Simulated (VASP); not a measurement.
# AgCl: molecular dynamics with a thermostat

AgCl, Pm-3m (no. 221), 8 atoms in the cell. PBE, molecular dynamics; PAW potentials Ag, Cl (PBE set).

Ensemble: Nose-Hoover chain; Target temperature (K): 1600.

## Input

INCAR:
```
SYSTEM = AgCl
  GGA = PE
  PREC = Normal
  ENCUT = 260
  EDIFF = 1E-6
  NELMIN = 4
  NELM = 60
  ALGO = Normal
  LREAL = Auto
  LASPH = .TRUE.
  ISMEAR = 0
  SIGMA = 0.05
  ISYM = 0
  LWAVE = .FALSE.
  LCHARG = .FALSE.
  IBRION = 0
  NSW = 60
  POTIM = 2.0
  TEBEG = 1600
  ISIF = 2
  RANDOM_SEED = 771308 0 0
  MDALGO = 4
  NHC_NCHAINS = 3
  NHC_PERIOD = 30
  KPAR = 2
```

KPOINTS:
```
k-points
0
Gamma
  3 3 1
```

POSCAR:
```
AgCl
1.0
    3.4339730000      0.0000000000      0.0000000000
    0.0000000000      3.4339730000      0.0000000000
    0.0000000000      0.0000000000     13.7358920000
Ag Cl
4 4
Direct
    0.0000000000      0.0000000000      0.0000000000
    0.0000000000      0.0000000000      0.2500000000
    0.0000000000      0.0000000000      0.5000000000
    0.0000000000      0.0000000000      0.7500000000
    0.5000000000      0.5000000000      0.1250000000
    0.5000000000      0.5000000000      0.3750000000
    0.5000000000      0.5000000000      0.6250000000
    0.5000000000      0.5000000000      0.8750000000
```

Commands:
```
cat potpaw_PBE.64/Ag/POTCAR potpaw_PBE.64/Cl/POTCAR > POTCAR
mpirun -np 2 vasp_std > vasp.out
```

## Result

- Mean temperature (K): 1563
- Rise of the mean potential energy above the start (meV/atom): 15.1
- Electronic steps per ionic step after the first: 4.3

Course of the run:

| Time (fs) | Temperature (K) | Potential energy less the first (meV/atom) |
|---|---|---|
| 2 | 1600 | 0.0 |
| 12 | 1594 | 0.7 |
| 20 | 1581 | 2.2 |
| 30 | 1562 | 4.5 |
| 38 | 1542 | 7.0 |
| 48 | 1508 | 11.6 |
| 56 | 1481 | 15.8 |
| 66 | 1477 | 18.5 |
| 74 | 1513 | 17.4 |
| 84 | 1607 | 11.9 |
| 92 | 1677 | 9.8 |
| 102 | 1615 | 25.9 |
| 110 | 1502 | 47.7 |
| 120 | 1725 | 37.1 |

REPORT:
```
MDALGO =   4
           NHC_NCHAINS =   3
            NHC_PERIOD =    30
            NHC_NRESPA =    1
                NHC_NS =  1
               SCALING =       0
                 CNEXP =     9.000   14.000
           RANDOM_SEED =            771308                0                0

   original number of atomic DOF:         21
   number of independent constraints:      0
   number of active DOF:                  21

========================================
         MD step No.       1
========================================

  Atomic velocities initialized by STEP_tb

  >Nose-Hoover_chains
                       xs       vs(fs^-1)
   nhc_s>   0.11360464E-07   0.22718560E-07
   nhc_s>  -0.13889371E-03  -0.27779707E-03
   nhc_s>  -0.13888889E-03  -0.27773919E-03

  >Energies
                    E_tot             E_pot             E_kin               EPS                ES
   e_b>   -0.18821415E+02   -0.20269254E+02    0.14478392E+01    0.38296835E-04   -0.38267263E-04

  >Temperature
               T_sim     T_inst
   tmprt>   1600.000   1600.131

           RANDOM_SEED =            771308               48                0

[... steps left out ...]

========================================
         MD step No.      60
========================================

  >Nose-Hoover_chains
                       xs       vs(fs^-1)
   nhc_s>  -0.14319563E+00  -0.46023821E-02
   nhc_s>  -0.21946092E+01  -0.21567892E-01
   nhc_s>  -0.93571962E-01   0.19560198E-01

  >Energies
                    E_tot             E_pot             E_kin               EPS                ES
   e_b>   -0.18820872E+02   -0.19972785E+02    0.15612204E+01    0.32079730E+00   -0.73010481E+00

  >Temperature
               T_sim     T_inst
   tmprt>   1600.000   1725.438

           RANDOM_SEED =            771308               48                0
```

OSZICAR:
```
N       E                     dE             d eps       ncg     rms          rms(c)
DAV:   1     0.336580246829E+03    0.33658E+03   -0.23790E+04   446   0.885E+02
DAV:   2    -0.115784055280E+01   -0.33774E+03   -0.32730E+03   517   0.241E+02
DAV:   3    -0.212552297090E+02   -0.20097E+02   -0.19964E+02   470   0.599E+01
DAV:   4    -0.215260976309E+02   -0.27087E+00   -0.27035E+00   465   0.796E+00
DAV:   5    -0.215306757458E+02   -0.45781E-02   -0.45768E-02   478   0.979E-01    0.107E+01
DAV:   6    -0.203293821899E+02    0.12013E+01   -0.29853E+00   509   0.124E+01    0.756E+00
DAV:   7    -0.202856539755E+02    0.43728E-01   -0.91131E-01   470   0.426E+00    0.358E+00
DAV:   8    -0.202698575142E+02    0.15796E-01   -0.55951E-02   451   0.138E+00    0.640E-01
DAV:   9    -0.202690900893E+02    0.76742E-03   -0.64640E-03   460   0.607E-01    0.988E-02
DAV:  10    -0.202691948954E+02   -0.10481E-03   -0.35226E-04   454   0.973E-02    0.651E-02
DAV:  11    -0.202692592769E+02   -0.64382E-04   -0.12644E-04   492   0.849E-02    0.162E-02
DAV:  12    -0.202692537275E+02    0.55494E-05   -0.40564E-05   515   0.555E-02    0.542E-03
[... left out ...]
     59 T=  1641. E= -.18807127E+02 F= -.19923719E+02 E0= -.19923719E+02  EK= 0.14984E+01 SP= -.70E+00 SK= 0.32E+00
[... last step whole ...]
       N       E                     dE             d eps       ncg     rms          rms(c)
DAV:   1    -0.199726050475E+02   -0.48885E-01   -0.30248E-02   546   0.249E+00    0.538E-02
DAV:   2    -0.199727873125E+02   -0.18227E-03   -0.18750E-03   430   0.211E-01    0.400E-02
DAV:   3    -0.199727866961E+02    0.61643E-06   -0.13812E-05   492   0.207E-02    0.270E-02
DAV:   4    -0.199727853995E+02    0.12966E-05   -0.18238E-06   299   0.643E-03    0.185E-02
DAV:   5    -0.199727849417E+02    0.45783E-06   -0.28303E-06   371   0.764E-03
     60 T=  1725. E= -.18806314E+02 F= -.19972785E+02 E0= -.19972785E+02  EK= 0.15758E+01 SP= -.73E+00 SK= 0.32E+00
```

Limits: 120 fs of 8 atoms are too short for converged averages; the cell is only 3.4 Å across, so each atom moves in step with near copies of itself.

VASP 6.6.1 took 125 s on 2 cores (Intel Xeon Platinum 8488C (Sapphire Rapids)), a shared host.
